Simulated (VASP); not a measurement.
## Mg on the Ga site in a supercell of GaN

How easily does Mg on the Ga site form in GaN? The host is relaxed first, then a supercell is run with and without the defect. The start is a cell from a database of measured crystal structures.

Calculated with VASP 6.6.1; PBEsol; plane waves and PAW (Ga, N), in the first sound run; inputs show where later runs differ.

**What experiment says.**

For GaN, wurtzite (bulk w-GaN, literature), “Vacancy defect in bulk and at (10overline10) surface of GaN: A combined first-principles theoretical and experimental analysis” (2017, arxiv:1710.05670) quotes earlier work: lattice constant a (a, Expt. column of Table I) 3.189 Å; lattice constant c (c, Expt. column of Table I) 5.186 Å.

For GaN, wurtzite (bulk crystal), “Thermoelectric Properties of GaN with Carrier Concentration Modulation: An Experimental and Theoretical Investigation” (2020, arxiv:2008.11387) quotes earlier work: band gap (direct gap at Gamma, literature experimental value) 3.4 eV [Rounded literature gap quoted in passing in the theory part; sample, method and …].

This is a report of a sequence of runs, with most program output left out.

The database entry behind the starting cell differs from later determinations by our own check (about 0.3 % short, ideal inner coordinate), so it need not match the best structure at ambient conditions.

### Step 1. The host crystal

It takes space group P6_3mc (No. 186, hexagonal). Conventional cell: a = 3.180 Å, b = 3.180 Å, c = 5.166 Å, α = 90.00°, β = 90.00°, γ = 120.00°. Nearest to Ga lie 4 N at 1.94 to 1.95 Å. N has 4 Ga at 1.94 to 1.95 Å nearest. Farther neighbours and most contacts between anions are not listed.

### Step 2. Relaxing the host crystal

First cell and atoms are relaxed at a raised cutoff, so that later runs start from this functional's own cell.

File INCAR:

```
SYSTEM = GaN
PREC = Accurate
ENCUT = 520
EDIFF = 1E-06
NELM = 120
ISMEAR = 0
SIGMA = 0.05
LREAL = .FALSE.
ALGO = Normal
GGA = PS
NBANDS = 14
LORBIT = 11
LWAVE = .FALSE.
LCHARG = .FALSE.
KPAR = 16
LASPH = .TRUE.
IBRION = 2
NSW = 40
ISIF = 3
EDIFFG = -0.02
POTIM = 0.4
```

File POSCAR:

```
GaN
1.0
    3.1800000000      0.0000000000      0.0000000000
   -1.5900000000      2.7539607840      0.0000000000
    0.0000000000      0.0000000000      5.1660000000
Ga N
2 2
Direct
    0.6666666667      0.3333333333      0.5000000000
    0.3333333333      0.6666666667      0.0000000000
    0.6666666667      0.3333333333      0.8750000000
    0.3333333333      0.6666666667      0.3750000000
```

File KPOINTS:

```
Automatic mesh
0
Gamma
7 7 4
0 0 0
```

PAW data sets: Ga and N (PBE family, release 64).

Started as:

```
mpirun -np 16 vasp_std
```

Wall time 7.8 s (16 MPI ranks of AMD EPYC 9R45, shared host); peak memory 2.8 GiB; 78 s of CPU time.

The gap is read on the k-mesh alone, so it is an upper bound where the band edges lie off the mesh. The PAW data sets were made with PBE, which is usual practice but a small mismatch for other functionals. The data set Ga keeps the semicore shell frozen, which is cheaper and a little less accurate. The run keeps the 12 symmetry operations of its start, so it cannot find a distortion of lower symmetry.

Relaxation path:

```
step  energy less that of the first step (eV)  largest force (eV/Å)  pressure (GPa)  volume (Å³)
   1                                   0.0000                0.1687            8.03        45.24
   2                                  -0.0195                0.0676           -5.27        48.28
   3                                  -0.0428                0.0162            0.03        46.94
```

```
conventional cell, symmetrised  before  after  change
                         a (Å)   3.180  3.216  +1.1 %
                         b (Å)   3.180  3.216  +1.1 %
                         c (Å)   5.166  5.241  +1.4 %
              volume (Å³/atom)   11.31  11.74  +3.8 %
```

The relaxed structure:

```xyz
4
Lattice="3.2161 0.0000 0.0000 -1.6081 2.7852 0.0000 0.0000 0.0000 5.2406" Properties=species:S:1:pos:R:3 pbc="T T T"
Ga    1.6081    0.9284    2.6165
Ga    0.0000    1.8568   -0.0038
N     1.6081    0.9284    4.5894
N     0.0000    1.8568    1.9691
```

A gap read on the k-mesh alone can miss the band edges.

Numbers from this step:

```
electronic cycles                               : 26
electrons                                       : 16
free energy (TOTEN)                             : -26.14 eV
Fermi energy                                    : 2.855 eV
labelled metallic, from the levels on this mesh : no
gap on the k-mesh                               : 1.755 eV
least direct gap on the k-mesh                  : 1.755 eV
```

The run ended after 3 ionic steps, 0.043 eV below its first step, once forces and stress met EDIFFG = -0.02.

### Step 3. Screening in the host

Charged cells interact with their images through the host's screening, so the correction needs its dielectric constant.

File INCAR:

```
SYSTEM = GaN
PREC = Accurate
ENCUT = 400
EDIFF = 1E-08
NELM = 120
ISMEAR = 0
SIGMA = 0.05
LREAL = .FALSE.
ALGO = Normal
GGA = PS
NBANDS = 14
LWAVE = .FALSE.
LCHARG = .FALSE.
KPAR = 16
LASPH = .TRUE.
LEPSILON = .TRUE.
IBRION = 8
NSW = 1
```

File POSCAR:

```
GaN
1.0
    3.2161280088      0.0000000000      0.0000000000
   -1.6080640044      2.7852485574      0.0000000000
    0.0000000000      0.0000000000      5.2406460665
Ga N
2 2
Direct
    0.6666666667      0.3333333333      0.4992727197
    0.3333333333      0.6666666667      0.9992727197
    0.6666666667      0.3333333333      0.8757272803
    0.3333333333      0.6666666667      0.3757272803
```

File KPOINTS:

```
Automatic mesh
0
Gamma
8 8 4
0 0 0
```

Started as:

```
mpirun -np 16 vasp_std
```

The job ended after 79 s (16 MPI ranks; peak memory 5.2 GiB; 14 min of CPU time).

Energies printed during the response cycles are not total energies of the cell. The dielectric response converges more slowly with the mesh than energies do, so tensor and charges may still move on a finer one.

Numbers from this step:

| Item | Value |
| --- | --- |
| pressure of the cell | -3.028 GPa |
| largest force of the cell | 0.01594 eV/Å |
| Fermi energy | 2.866 eV |
| gap on the k-mesh | 1.742 eV |
| least direct gap on the k-mesh | 1.742 eV |

Electronic dielectric tensor with local fields:

```
6.04 0.00 0.00
0.00 6.04 0.00
0.00 0.00 6.24
```

Ionic part of the static dielectric tensor:

```
3.99 0.00 0.00
0.00 3.99 0.00
0.00 0.00 4.78
```

Born effective charge (e), principal values of the symmetric part by kind of site:

```
atom  atoms with these values    low  middle   high   mean
 Ga1                        2   2.69    2.69   2.83   2.74
  N3                        2  -2.83   -2.69  -2.69  -2.74
```

In full for N3:

```
-2.69  0.00  0.00
 0.00 -2.69  0.00
 0.00  0.00 -2.83
```

Infrared lines, with heights relative to the strongest:

```
position (cm⁻¹)  lines merged  squared mode dipole, relative
            133             2                            0.0
            336             1                            0.0
            548             1                             55
            571             2                            100
            576             2                            0.0
            694             1                            0.0
```

Piezoelectric tensor with clamped ions (C/m²), by row:

```
field      xx      yy       zz  xy      yz      zx
    x       0       0        0   0       0  0.5357
    y       0       0        0   0  0.5357       0
    z  0.4862  0.4862  -0.9897   0       0       0
```

The electrons screen with a mean of 6.10 and the ions add 4.26; the sum enters the correction.

### Step 4. The perfect supercell

System of this step: GaN. The cell holds 128 atoms: 64 Ga and 64 N. Cell: a = 12.865 Å, b = 12.865 Å, c = 10.481 Å, α = 90.0°, β = 90.0°, γ = 120.0°. It derives from GaN.

The same cell, mesh and cutoff without the defect give the energy to subtract and, in a gapped host, the band edges to count from, so that most errors cancel.

File INCAR:

```
SYSTEM = GaN
PREC = Normal
ENCUT = 400
EDIFF = 1E-05
NELM = 120
ISMEAR = 0
SIGMA = 0.05
LREAL = Auto
ALGO = Fast
GGA = PS
NBANDS = 352
LORBIT = 11
LWAVE = .FALSE.
LCHARG = .FALSE.
NCORE = 4
LASPH = .TRUE.
```

File POSCAR:

```
GaN
1.0
   12.8645120352      0.0000000000      0.0000000000
   -6.4322560176     11.1409942296      0.0000000000
    0.0000000000      0.0000000000     10.4812921330
Ga N
64 64
Direct
    0.1666666667      0.0833333333      0.2496363598
    0.1666666667      0.0833333333      0.7496363598
    0.1666666667      0.3333333333      0.2496363598
    0.1666666667      0.3333333333      0.7496363598
    0.1666666667      0.5833333333      0.2496363598
    0.1666666667      0.5833333333      0.7496363598
    0.1666666667      0.8333333333      0.2496363598
    0.1666666667      0.8333333333      0.7496363598
    0.4166666667      0.0833333333      0.2496363598
    0.4166666667      0.0833333333      0.7496363598
    0.4166666667      0.3333333333      0.2496363598
    0.4166666667      0.3333333333      0.7496363598
    0.4166666667      0.5833333333      0.2496363598
    0.4166666667      0.5833333333      0.7496363598
    0.4166666667      0.8333333333      0.2496363598
    0.4166666667      0.8333333333      0.7496363598
    0.6666666667      0.0833333333      0.2496363598
    0.6666666667      0.0833333333      0.7496363598
    0.6666666667      0.3333333333      0.2496363598
    0.6666666667      0.3333333333      0.7496363598
    0.6666666667      0.5833333333      0.2496363598
    0.6666666667      0.5833333333      0.7496363598
    0.6666666667      0.8333333333      0.2496363598
    0.6666666667      0.8333333333      0.7496363598
    0.9166666667      0.0833333333      0.2496363598
    0.9166666667      0.0833333333      0.7496363598
    0.9166666667      0.3333333333      0.2496363598
    0.9166666667      0.3333333333      0.7496363598
    0.9166666667      0.5833333333      0.2496363598
    0.9166666667      0.5833333333      0.7496363598
[... 92 atom lines left out ...]
    0.8333333333      0.4166666667      0.1878636402
    0.8333333333      0.4166666667      0.6878636402
    0.8333333333      0.6666666667      0.1878636402
    0.8333333333      0.6666666667      0.6878636402
    0.8333333333      0.9166666667      0.1878636402
    0.8333333333      0.9166666667      0.6878636402
```

File KPOINTS:

```
Automatic mesh
0
Gamma
1 1 1
0 0 0
```

Started as:

```
mpirun -np 16 vasp_gam
```

Wall time 27 s (16 MPI ranks); peak memory 2.7 GiB.

This step gave:

| Quantity | Value |
| --- | --- |
| electronic cycles | 18 |
| electrons | 512 |
| free energy (TOTEN) | -834.5188 eV |
| Fermi energy | 2.949 eV |
| gap on the k-mesh | 1.730 eV |

No direct gap is given, since this cell folds other wave vectors onto the zone centre.

At this cutoff and mesh the cell shows a pressure of -3.2 GPa, where the relaxation had removed it. It comes from the smaller basis, the coarser mesh or a moment that this cell holds.

The perfect cell has a gap of 1.73 eV on this mesh, with its valence-band top at 2.658 eV, and charged states follow.

### Step 5. Reference Mg

This step: PBEsol; plane waves and PAW (Mg) (VASP 6.6.1).

System of this step: Mg. Symmetry: P6_3/mmc, No. 194, hexagonal system. The conventional cell has a = 3.210 Å, b = 3.210 Å, c = 5.213 Å, α = 90.00°, β = 90.00°, γ = 120.00°. Mg has 12 Mg at 3.20 to 3.21 Å nearest.

The reference for Mg is its crystal, relaxed at the cutoff of the large cell.

File INCAR:

```
SYSTEM = Mg
PREC = Normal
ENCUT = 400
EDIFF = 1E-05
NELM = 120
ISMEAR = 1
SIGMA = 0.1
LREAL = Auto
ALGO = Fast
GGA = PS
NBANDS = 8
LORBIT = 11
LWAVE = .FALSE.
LCHARG = .FALSE.
KPAR = 16
LASPH = .TRUE.
IBRION = 2
NSW = 25
ISIF = 3
EDIFFG = -0.02
POTIM = 0.4
```

File POSCAR:

```
Mg
1.0
    3.2100000000      0.0000000000      0.0000000000
   -1.6050000000      2.7799415461      0.0000000000
    0.0000000000      0.0000000000      5.2130400000
Mg
2
Direct
    0.0000000000      0.0000000000      0.0000000000
    0.3333333333      0.6666666667      0.5000000000
```

File KPOINTS:

```
Automatic mesh
0
Gamma
10 10 5
0 0 0
```

Potentials, in the order of the species: Mg (PBE family, release 64).

Started as:

```
mpirun -np 16 vasp_std
```

It took 5.6 s on 16 MPI ranks; peak memory 1.7 GiB; 54 s of CPU time.

The k-mesh is coarse for a metal. The run keeps the 24 symmetry operations of its start, so it cannot find a distortion of lower symmetry.

Step by step:

```
step  energy less that of the first step (eV)  largest force (eV/Å)  pressure (GPa)  volume (Å³)
   1                                   0.0000                0.0000           -1.15        46.52
   2                                  -0.0061                0.0000           -0.46        45.62
   3                                  -0.0085                0.0000            0.22        44.78
   4                                  -0.0085                0.0000            0.37        44.62
   5                                  -0.0112                0.0000            0.50        44.48
   6                                  -0.0112                0.0000            0.51        44.46
   7                                  -0.0122                0.0000            0.13        44.92
   8                                  -0.0122                0.0000            0.00        45.07
```

```
conventional cell, symmetrised  before  after  change
                         a (Å)   3.210  3.144  -2.1 %
                         b (Å)   3.210  3.144  -2.1 %
                         c (Å)   5.213  5.265  +1.0 %
              volume (Å³/atom)   23.26  22.54  -3.1 %
```

Final coordinates:

```cif
data_structure
_symmetry_space_group_name_H-M 'P 1'
_symmetry_Int_Tables_number 1
_cell_length_a 3.1440
_cell_length_b 3.1440
_cell_length_c 5.2651
_cell_angle_alpha 90.000
_cell_angle_beta 90.000
_cell_angle_gamma 120.000
_cell_volume 45.07
loop_
_atom_site_label
_atom_site_type_symbol
_atom_site_fract_x
_atom_site_fract_y
_atom_site_fract_z
_atom_site_occupancy
Mg1 Mg 0.00000 0.00000 0.00000 1
Mg2 Mg 0.33333 0.66667 0.50000 1
```

Numbers from this step:

| Quantity | Value |
| --- | --- |
| electronic cycles | 29 |
| electrons | 4 |
| free energy (TOTEN) | -3.442 eV |
| energy at zero smearing | -3.442 eV |
| Fermi energy | 2.728 eV |
| labelled metallic, from the levels on this mesh | yes |

The run ended after 8 ionic steps, 0.012 eV below its first step, once forces and stress met EDIFFG = -0.02.

The edges of the cell as typed change unequally, by -2.1 to +1.0 %. In a metal that hangs on the k mesh, which was not refined here; the energy is less touched by it than the shape.

Energy at zero smearing: -3.44233 eV.

### Step 6. Reference Ga

This step: PBEsol; plane waves and PAW (Ga) (VASP 6.6.1).

System of this step: Ga. Symmetry: Cmce, No. 64, orthorhombic system. Conventional cell: a = 4.432 Å, b = 7.598 Å, c = 4.556 Å, α = 90.00°, β = 90.00°, γ = 90.00°. Ga has 7 Ga at 2.49 to 2.75 Å nearest.

The reference for Ga is its crystal, relaxed at the cutoff of the large cell.

Edit INCAR of step 5 so:

```diff
@@ -1,2 +1,2 @@
-SYSTEM = Mg
+SYSTEM = Ga
 PREC = Normal
@@ -10,3 +10,3 @@
 GGA = PS
-NBANDS = 8
+NBANDS = 12
 LORBIT = 11
```

File POSCAR:

```
Ga
1.0
    2.2160233304     -3.7989918401      0.0000000000
    2.2160233304      3.7989918401      0.0000000000
    0.0000000000      0.0000000000      4.5555035300
Ga
4
Direct
    0.6556957200      0.3443042800      0.4154013900
    0.8443042800      0.1556957200      0.9154013900
    0.3443042800      0.6556957200      0.5845986100
    0.1556957200      0.8443042800      0.0845986100
```

File KPOINTS:

```
Automatic mesh
0
Gamma
7 7 6
0 0 0
```

Potentials, in the order of the species: Ga (PBE family, release 64).

Started as:

```
mpirun -np 16 vasp_std
```

The job ended after 5.2 s (16 MPI ranks; peak memory 2.3 GiB).

The run keeps the 8 symmetry operations of its start, so it cannot find a distortion of lower symmetry.

The steps of the relaxation:

```
step  energy less that of the first step (eV)  largest force (eV/Å)  pressure (GPa)  volume (Å³)
   1                                   0.0000                0.0349            0.34        76.70
   2                                  -0.0005                0.0213           -0.03        77.07
   3                                  -0.0005                0.0195           -0.07        77.13
```

```
conventional cell, symmetrised  before  after  change
                         a (Å)   4.432  4.441  +0.2 %
                         b (Å)   7.598  7.616  +0.2 %
                         c (Å)   4.556  4.561  +0.1 %
              volume (Å³/atom)   19.18  19.28  +0.6 %
```

The relaxed structure:

```
Ga
1.0
     2.22040   -3.80797    0.00000
     2.22040    3.80797    0.00000
     0.00000    0.00000    4.56092
Ga
4
Direct
  0.65550 0.34450 0.41550
  0.84450 0.15550 0.91550
  0.34450 0.65550 0.58450
  0.15550 0.84450 0.08450
```

Numbers from this step:

```
electronic cycles       : 15
electrons               : 12
free energy (TOTEN)     : -13.36 eV
energy at zero smearing : -13.36 eV
Fermi energy            : 2.336 eV
```

The run ended after 3 ionic steps, 0.001 eV below its first step, once forces and stress met EDIFFG = -0.02.

Energy at zero smearing: -13.35752 eV.

### Step 7. Relaxing the atoms

This step: PBEsol; plane waves and PAW (N) (VASP 6.6.1).

System of this step: N2. The cell holds 2 atoms: 2 N. Its edges and angles: a = 11.000 Å, b = 11.500 Å, c = 14.000 Å, α = 90.0°, β = 90.0°, γ = 90.0°. Vacuum lies along a, b and c.

N is not exchanged here; its energy serves the host's formation enthalpy.

File INCAR:

```
SYSTEM = N
PREC = Normal
ENCUT = 400
EDIFF = 1E-05
NELM = 120
ISMEAR = 0
SIGMA = 0.01
LREAL = Auto
ALGO = Fast
GGA = PS
NBANDS = 11
LORBIT = 11
LWAVE = .FALSE.
LCHARG = .FALSE.
NCORE = 4
LASPH = .TRUE.
IBRION = 2
NSW = 20
ISIF = 2
EDIFFG = -0.03
POTIM = 0.4
MAXMIX = 40
ISYM = 0
```

File POSCAR:

```
N
1.0
   11.0000000000      0.0000000000      0.0000000000
    0.0000000000     11.5000000000      0.0000000000
    0.0000000000      0.0000000000     14.0000000000
N
2
Direct
    0.5000000000      0.5000000000      0.4607142900
    0.5000000000      0.5000000000      0.5392857100
```

File KPOINTS:

```
Automatic mesh
0
Gamma
1 1 1
0 0 0
```

Potentials, in the order of the species: N (PBE family, release 64).

Started as:

```
mpirun -np 16 vasp_gam
```

Run time: 5.2 s. Hardware: 16 MPI ranks; peak memory 2.3 GiB.

The steps of the relaxation:

```
step  energy less that of the first step (eV)  largest force (eV/Å)
   1                                   0.0000                2.5498
   2                                   1.5931               14.0899
   3                                  -0.0195                0.2050
   4                                  -0.0196                0.0255
```

Final coordinates:

```xyz
2
Lattice="11.0000 0.0000 0.0000 0.0000 11.5000 0.0000 0.0000 0.0000 14.0000" Properties=species:S:1:pos:R:3
N     5.5000    5.7500    6.4421
N     5.5000    5.7500    7.5579
```

This step gave:

| Quantity | Value |
| --- | --- |
| electronic cycles | 43 |
| electrons | 10 |
| free energy (TOTEN) | -17.03 eV |
| gap between the highest filled and lowest empty level | 7.994 eV |

The run ended after 4 ionic steps, 0.020 eV below its first step, once the forces on the free atoms met EDIFFG = -0.03.

Energy at zero smearing: -17.03300 eV.

(Continued in part 2 of 2.)

[Lines on the potential files, build, host, timing and source positions are cut from VASP's logs without a mark.]

[Logs are printed without paths, hosts, clocks, repeated set-up lines and the standing remarks that a program may print on its own settings, such as how far it seeks lower states.]

[Hosts, paths, dates, database ids (printed as entryN), source tags and the programs' standing remarks are cut or masked in the printed files.]

[In band tables of VASP the shares of atoms and orbitals are scaled to a sum of 1 inside the atoms' spheres.]

[Runs that stopped without an error message from VASP are left out.]
